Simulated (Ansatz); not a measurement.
# NbC (Fm-3m): equation of state

How stiff is NbC (Fm-3m)? Energies and pressures are computed at volumes on both sides of the relaxed cell and fitted.

Method: DFT PBE, scalar-relativistic, plane waves, PAW, in Ansatz 0.2.0.

## Step 1: Starting point

It takes space group Fm-3m (No. 225, cubic). The conventional cell has a = 4.485 Å, b = 4.485 Å, c = 4.485 Å, α = 90.00°, β = 90.00°, γ = 90.00°. Nb (site symmetry m-3m) is surrounded by 6 C at 2.24 Å. C (site symmetry m-3m) is surrounded by 6 Nb at 2.24 Å.

Coordinates:

```cif
data_structure
_symmetry_space_group_name_H-M 'P 1'
_symmetry_Int_Tables_number 1
_cell_length_a 3.1713
_cell_length_b 3.1713
_cell_length_c 3.1713
_cell_angle_alpha 60.000
_cell_angle_beta 60.000
_cell_angle_gamma 60.000
_cell_volume 22.55
loop_
_atom_site_label
_atom_site_type_symbol
_atom_site_fract_x
_atom_site_fract_y
_atom_site_fract_z
_atom_site_occupancy
Nb1 Nb 0.00000 0.00000 0.00000 1
C1 C 0.50000 0.50000 0.50000 1
```

This cell comes from an earlier session at PBE: 11.277 Å³/atom at 0.00 GPa, on a 18×18×18 mesh.

Volume factors to run: 0.980, 1.020, 0.960, 1.040.

## Step 2: Scaling the volume by 0.980

File input.yaml:

```yaml
crystal:
  lattice:
    - [0.0, 2.2274317809, 2.2274317809]
    - [2.2274317809, 0.0, 2.2274317809]
    - [2.2274317809, 2.2274317809, 0.0]
  atoms:
    - { symbol: Nb, position: [0.0, 0.0, 0.0] }
    - { symbol: C, position: [0.5, 0.5, 0.5] }
basis:
  ecutwfc: 420
  ecutrho_ratio: 4
kpoints:
  mp_grid: { grid: [18, 18, 18] }
hamiltonian:
  xc: pbe
scf:
  occupations: { method: gaussian, width: 0.05 }
output:
  forces: true
  stress: true
  eigenvalues: true
```

Command:

```bash
> ansatz run input.yaml --threads 1 --pin off --max-ram 2560MiB --backend cpu --events-out ev --progress --plain --runs-dir out
```

Standard output, shortened:

```text
Warning: RAYON_NUM_THREADS=1 ignored (pool sized by the plan → 1); use --threads N
[...]
Pseudopotentials: kind: paw
Pseudopotential: Nb, paw, valence charge 13, recommended cutoff 420 eV (normal), Nb.paw.azcp
Pseudopotential: C, paw, valence charge 4, recommended cutoff 420 eV (normal), C.paw.azcp
Functional definition: PBE
[...]
Crystal: 2 atoms, lattice volume = 22.103 Å³
Basis set: ecut = 420 eV, 411 PW (Γ), exchange–correlation on 48×48×48 points (8 copies of the dense FFT grid, shifted against one another)
Bands: 13, of which v1, the nominal top of the filled ones, is band 9 counted from 1 (8 counted from 0)
Symmetry: 48 space group operations
Space group: Fm-3m (ITA 225), of the structure as read, at distance tolerance 2.8e-5 Å
k-points: 195 of 5832
[...]
SCF iter   1: F=—  HF=-4804.306250 eV  |F-HF|=—  |Δ(HF+E_count)|=         —  Δρ=3.60e-3  dr2=3.36e-3  ethr=1.77e-3  ⟨swp⟩=5.1  Hψ=13249  notcnv=0
[...]
SCF iter   6: F=-4804.305483 eV  HF=-4804.305483 eV  |F-HF|=8.00e-11  |Δ(HF+E_count)|=   2.94e-8  Δρ=1.04e-6  dr2=1.85e-10  ethr=2.12e-10  ⟨swp⟩=3.4  Hψ=9336  notcnv=0
[...]
SCF converged after 6 iterations
Free energy (F): -4804.305483 eV
[...]
E sigma→0 (E₀):  -4804.304909 eV
Entropy (-TS):   -0.001148 eV (-0.574 meV/atom)
Fermi energy:    19.024026 eV
[...]
--- Forces (eV/Å), atoms counted from 1 ---
  atom   1  Nb    -0.00000000     0.00000000    -0.00000000
  atom   2  C      0.00000000     0.00000000     0.00000000
[...]
--- Stress (GPa, compression-positive) ---
        6.335949      -0.000000      -0.000000
        0.000000       6.335949      -0.000000
        0.000000      -0.000000       6.335949
  P = ⅓ Tr σ = 6.3359 GPa (63.359 kbar)
--- Band table (eV; the first three rows and the last of 195) ---
  k-point 0: bands = ["-36.7024", "-12.4169", "-12.4169", "-12.4169", "5.5123", "17.6813", "17.6813", "17.6813", "18.7625", "18.7625", "18.7625", "19.3715", "19.3715"]
[...]
```

Wall time 3.4 s (1 thread of Arm Neoverse V1, shared host); peak memory 0.33 GiB.

In short: volume 11.051 Å³/atom, pressure 6.34 GPa, metallic.

## Step 3: Volume × 1.020

input.yaml, as its differences from that of step 2:

```diff
@@ -2,5 +2,5 @@
   lattice:
-    - [0.0, 2.2274317809, 2.2274317809]
-    - [2.2274317809, 0.0, 2.2274317809]
-    - [2.2274317809, 2.2274317809, 0.0]
+    - [0.0, 2.2573337622, 2.2573337622]
+    - [2.2573337622, 0.0, 2.2573337622]
+    - [2.2573337622, 2.2573337622, 0.0]
   atoms:
```

Command:

```bash
> ansatz run input.yaml --threads 1 --pin off --max-ram 2560MiB --backend cpu --events-out ev --progress --plain --runs-dir out
```

Standard output, shortened:

```text
Warning: RAYON_NUM_THREADS=1 ignored (pool sized by the plan → 1); use --threads N
[...]
Pseudopotentials: kind: paw
Pseudopotential: Nb, paw, valence charge 13, recommended cutoff 420 eV (normal), Nb.paw.azcp
Pseudopotential: C, paw, valence charge 4, recommended cutoff 420 eV (normal), C.paw.azcp
Functional definition: PBE
[...]
Crystal: 2 atoms, lattice volume = 23.005 Å³
Basis set: ecut = 420 eV, 459 PW (Γ), exchange–correlation on 48×48×48 points (8 copies of the dense FFT grid, shifted against one another)
Bands: 13, of which v1, the nominal top of the filled ones, is band 9 counted from 1 (8 counted from 0)
Symmetry: 48 space group operations
Space group: Fm-3m (ITA 225), of the structure as read, at distance tolerance 2.8e-5 Å
k-points: 195 of 5832
[...]
SCF iter   1: F=—  HF=-4804.307263 eV  |F-HF|=—  |Δ(HF+E_count)|=         —  Δρ=4.23e-3  dr2=5.11e-3  ethr=1.77e-3  ⟨swp⟩=5.1  Hψ=13242  notcnv=0
[...]
SCF iter   6: F=-4804.306100 eV  HF=-4804.306100 eV  |F-HF|=6.60e-10  |Δ(HF+E_count)|=   3.99e-8  Δρ=1.90e-6  dr2=9.34e-10  ethr=2.99e-10  ⟨swp⟩=3.5  Hψ=9434  notcnv=0
[...]
SCF converged after 6 iterations
Free energy (F): -4804.306100 eV
[...]
E sigma→0 (E₀):  -4804.305476 eV
Entropy (-TS):   -0.001250 eV (-0.625 meV/atom)
Fermi energy:    18.190729 eV
[...]
--- Forces (eV/Å), atoms counted from 1 ---
  atom   1  Nb    -0.00000000     0.00000000    -0.00000000
  atom   2  C      0.00000000    -0.00000000     0.00000000
[...]
--- Stress (GPa, compression-positive) ---
       -5.697871       0.000000       0.000000
        0.000000      -5.697871       0.000000
       -0.000000      -0.000000      -5.697871
  P = ⅓ Tr σ = -5.6979 GPa (-56.979 kbar)
--- Band table (eV; the first three rows and the last of 195) ---
  k-point 0: bands = ["-37.6058", "-13.3480", "-13.3480", "-13.3480", "4.8924", "16.9172", "16.9172", "16.9172", "17.9628", "17.9628", "17.9628", "18.5048", "18.5048"]
[...]
```

Run time: 3.4 s. Hardware: 1 thread of Arm Neoverse V1, shared host; peak memory 0.33 GiB.

Result: volume 11.502 Å³/atom, pressure -5.70 GPa, a metal on this mesh.

## Step 4: Scaling the volume by 0.960

input.yaml, as its differences from that of step 3:

```diff
@@ -2,5 +2,5 @@
   lattice:
-    - [0.0, 2.2573337622, 2.2573337622]
-    - [2.2573337622, 0.0, 2.2573337622]
-    - [2.2573337622, 2.2573337622, 0.0]
+    - [0.0, 2.21217492, 2.21217492]
+    - [2.21217492, 0.0, 2.21217492]
+    - [2.21217492, 2.21217492, 0.0]
   atoms:
```

Command:

```bash
> ansatz run input.yaml --threads 1 --pin off --max-ram 2560MiB --backend cpu --events-out ev --progress --plain --runs-dir out
```

Standard output, shortened:

```text
Warning: RAYON_NUM_THREADS=1 ignored (pool sized by the plan → 1); use --threads N
[...]
Pseudopotentials: kind: paw
Pseudopotential: Nb, paw, valence charge 13, recommended cutoff 420 eV (normal), Nb.paw.azcp
Pseudopotential: C, paw, valence charge 4, recommended cutoff 420 eV (normal), C.paw.azcp
Functional definition: PBE
[...]
Crystal: 2 atoms, lattice volume = 21.652 Å³
Basis set: ecut = 420 eV, 411 PW (Γ), exchange–correlation on 48×48×48 points (8 copies of the dense FFT grid, shifted against one another)
Bands: 13, of which v1, the nominal top of the filled ones, is band 9 counted from 1 (8 counted from 0)
Symmetry: 48 space group operations
Space group: Fm-3m (ITA 225), of the structure as read, at distance tolerance 2.8e-5 Å
k-points: 195 of 5832
[...]
SCF iter   1: F=—  HF=-4804.278456 eV  |F-HF|=—  |Δ(HF+E_count)|=         —  Δρ=3.23e-3  dr2=2.53e-3  ethr=1.77e-3  ⟨swp⟩=5.1  Hψ=13237  notcnv=0
[...]
SCF iter   6: F=-4804.277919 eV  HF=-4804.277919 eV  |F-HF|=3.09e-11  |Δ(HF+E_count)|=   2.39e-8  Δρ=8.35e-7  dr2=5.48e-11  ethr=1.51e-10  ⟨swp⟩=3.2  Hψ=9026  notcnv=0
[...]
SCF converged after 6 iterations
Free energy (F): -4804.277919 eV
[...]
E sigma→0 (E₀):  -4804.277371 eV
Entropy (-TS):   -0.001095 eV (-0.547 meV/atom)
Fermi energy:    19.463482 eV
[...]
--- Forces (eV/Å), atoms counted from 1 ---
  atom   1  Nb    -0.00000000    -0.00000000     0.00000000
  atom   2  C      0.00000000     0.00000000     0.00000000
[...]
--- Stress (GPa, compression-positive) ---
       13.364209      -0.000000       0.000000
        0.000000      13.364209       0.000000
        0.000000       0.000000      13.364209
  P = ⅓ Tr σ = 13.3642 GPa (133.642 kbar)
--- Band table (eV; the first three rows and the last of 195) ---
  k-point 0: bands = ["-36.2274", "-11.9255", "-11.9255", "-11.9255", "5.8443", "18.0835", "18.0835", "18.0835", "19.1836", "19.1836", "19.1836", "19.8288", "19.8288"]
[...]
```

Wall time 3.4 s (1 thread of Arm Neoverse V1, shared host); peak memory 0.33 GiB.

In short: volume 10.826 Å³/atom, pressure 13.36 GPa, metallic.

## Step 5: Scaling the volume by 1.040

input.yaml, as its differences from that of step 4:

```diff
@@ -2,5 +2,5 @@
   lattice:
-    - [0.0, 2.21217492, 2.21217492]
-    - [2.21217492, 0.0, 2.21217492]
-    - [2.21217492, 2.21217492, 0.0]
+    - [0.0, 2.2719921843, 2.2719921843]
+    - [2.2719921843, 0.0, 2.2719921843]
+    - [2.2719921843, 2.2719921843, 0.0]
   atoms:
```

Command:

```bash
> ansatz run input.yaml --threads 1 --pin off --max-ram 2560MiB --backend cpu --events-out ev --progress --plain --runs-dir out
```

Standard output, shortened:

```text
Warning: RAYON_NUM_THREADS=1 ignored (pool sized by the plan → 1); use --threads N
[...]
Pseudopotentials: kind: paw
Pseudopotential: Nb, paw, valence charge 13, recommended cutoff 420 eV (normal), Nb.paw.azcp
Pseudopotential: C, paw, valence charge 4, recommended cutoff 420 eV (normal), C.paw.azcp
Functional definition: PBE
[...]
Crystal: 2 atoms, lattice volume = 23.456 Å³
Basis set: ecut = 420 eV, 459 PW (Γ), exchange–correlation on 48×48×48 points (8 copies of the dense FFT grid, shifted against one another)
Bands: 13, of which v1, the nominal top of the filled ones, is band 9 counted from 1 (8 counted from 0)
Symmetry: 48 space group operations
Space group: Fm-3m (ITA 225), of the structure as read, at distance tolerance 2.9e-5 Å
k-points: 195 of 5832
[...]
SCF iter   1: F=—  HF=-4804.284068 eV  |F-HF|=—  |Δ(HF+E_count)|=         —  Δρ=4.47e-3  dr2=5.96e-3  ethr=1.77e-3  ⟨swp⟩=5.1  Hψ=13189  notcnv=0
[...]
SCF iter   6: F=-4804.282726 eV  HF=-4804.282726 eV  |F-HF|=1.09e-9  |Δ(HF+E_count)|=   4.17e-8  Δρ=2.31e-6  dr2=1.49e-9  ethr=3.38e-10  ⟨swp⟩=3.5  Hψ=9394  notcnv=0
[...]
SCF converged after 6 iterations
Free energy (F): -4804.282726 eV
[...]
E sigma→0 (E₀):  -4804.282077 eV
Entropy (-TS):   -0.001297 eV (-0.649 meV/atom)
Fermi energy:    17.795278 eV
[...]
--- Forces (eV/Å), atoms counted from 1 ---
  atom   1  Nb    -0.00000000     0.00000000    -0.00000000
  atom   2  C      0.00000000    -0.00000000     0.00000000
[...]
--- Stress (GPa, compression-positive) ---
      -10.834275       0.000000       0.000000
        0.000000     -10.834275       0.000000
       -0.000000       0.000000     -10.834275
  P = ⅓ Tr σ = -10.8343 GPa (-108.343 kbar)
--- Band table (eV; the first three rows and the last of 195) ---
  k-point 0: bands = ["-38.0356", "-13.7894", "-13.7894", "-13.7894", "4.6025", "16.5541", "16.5541", "16.5541", "17.5843", "17.5843", "17.5843", "18.0937", "18.0937"]
[...]
```

It took 3.5 s on 1 thread of Arm Neoverse V1, shared host; peak memory 0.33 GiB.

Result: volume 11.728 Å³/atom, pressure -10.83 GPa, a metal on this mesh.

## Step 6: The fit

Energies have the smearing extrapolated to zero and count from the lowest point.

```csv
volume (Å³/atom),energy (meV/atom),pressure (GPa),gap (eV)
10.826,18.14,13.36,metal
11.051,4.38,6.34,metal
11.277,0.00,0.00,metal
11.502,4.09,-5.70,metal
11.728,15.79,-10.83,metal
```

volume (Å³/atom), energy (meV/atom) and a bar:
```
    10.83       18.1 ##############################
    11.05        4.4 #######
    11.28        0.0 
    11.50        4.1 #######
    11.73       15.8 ##########################
```

## Step 7: Outcome

| quantity | value |
| --- | --- |
| V0 | 11.277 Å³/atom |
| B0 | 300 GPa |
| B0′ | 4.3 |
| scatter of the fit | 0.002 meV/atom |

What this shows: The fitted minimum lies at 11.28 Å³/atom, and the bulk modulus is 300 GPa, a stiff solid. One per cent of compression takes about 3.0 GPa. These are values at 0 K without zero-point motion.
